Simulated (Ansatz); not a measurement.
Method: DFT PBE, scalar-relativistic, plane waves, PAW (Ansatz 0.2.0). All cells share a 420 eV cutoff and Γ-centred k meshes spaced at most about 0.3 Å⁻¹ (about 0.25 or finer for metals, 2π included). No spin polarisation in the final relaxations.

All energies are static (0 K, no zero-point motion). All come from trial cells, and lower structures may exist.

Question: These unrelaxed guesses for B are each relaxed within their symmetry. Order them by the energy at which they end, lowest first.
1.

```
B
1.0
    -1.69468    1.69468    2.72128
     1.69468   -1.69468    2.72128
     1.69468    1.69468   -2.72128
B
4
Direct
  0.72029 0.22029 0.94057
  0.27971 0.77971 0.05943
  0.77971 0.72029 0.50000
  0.22029 0.27971 0.50000
```

2.

```
B
1.0
     2.24313    0.00000    0.00000
     0.00000    3.88513    0.00000
     0.00000    0.00000    3.53438
B
4
Cartesian
  1.5029 3.1858 2.4741
  0.7402 0.6993 2.4741
  0.3813 2.6419 1.0603
  1.8618 1.2432 1.0603
```

Answer: 2 (ends in Immm, 0 meV/atom), 1 (ends in I4/mcm, 0.31 eV/atom).

No dispersion correction is applied, so the spacing and binding between layers, chains or molecules are poorly described (I4/mcm), and this can change margins and order among such cells. Cells relaxed within their symmetry can be saddle points. The part of the Crystallography Open Database at hand lists B in space groups No. 58, 134, 166; no cell shown has one of them. Some structure types and database cells were kept out of the candidates from the start, so a known form may be missing.
